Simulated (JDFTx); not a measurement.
Set up this calculation in JDFTx 1.7.0 (patched build), as the native input.

| Item | Value |
| --- | --- |
| Task | single point |
| Functional | BLYP |
| Potentials or basis | PseudoDojo-SR-PBE-0.5-standard |
| Cutoff | 1061 eV |
| Density cutoff | 8490 eV |
| k mesh | 11 × 11 × 11 |
| Occupations | fermi-dirac, width 0.05 eV |
| Spin | no spin polarisation |
| Bands | 21 |
| Density cutoff over wavefunction cutoff | 8 |
| Max SCF steps | 100 |
| SCF threshold on the energy | 1e-09 Ha |
| Solver of the electrons | scf |
| Further solve for the empty bands | yes |

Crystal: Ge.

```xyz
2
Lattice="-2.5745 2.5745 1.3974 2.5745 -2.5745 1.3974 2.5745 2.5745 -1.3974" Properties=species:S:1:pos:R:3 pbc="T T T"
Ge    0.0000    0.0000    1.3974
Ge    2.5745    0.0000    0.6987
```

This isn't the form of Ge at room conditions, which is diamond.

These files were run (other wordings do the same):

Ge.in

```
lattice \
   -4.8650804796     4.8650804796     4.8650804796 \
    4.8650804796    -4.8650804796     4.8650804796 \
    2.6407271787     2.6407271787    -2.6407271787
coords-type Lattice
ion Ge     0.5000000000     0.5000000000     0.0000000000 1
ion Ge     0.2500000000     0.7500000000     0.5000000000 1

ion-species pseudo/Ge.upf
elec-cutoff 39 312
elec-ex-corr gga-x-b88 gga-c-lyp
kpoint-folding 11 11 11
elec-smearing Fermi 0.0018374661
elec-n-bands 21
electronic-SCF nIterations 100 energyDiffThreshold 1e-09
electronic-minimize nIterations 30 energyDiffThreshold 1e-7
converge-empty-states yes
forces-output-coords Cartesian

dump-name run.$VAR
dump End Ecomponents EigStats BandEigs Kpoints Forces Stress ElecDensity Dtot KEdensity
```

Potentials or basis: PseudoDojo-SR-PBE-0.5-standard.

Run with:

```sh
$ jdftx -c 1 -i Ge.in -o Ge.out
```

It gave:

```
Pressure               : 9.1 GPa
Band gap on the k mesh : none (metal or under the smearing width)
```

Caveat: the potentials were made for another functional, which shifts forces and pressure.

Wall time 8.9 min on 1 thread of Arm Neoverse V1, on a shared host, peak memory 0.38 GiB.
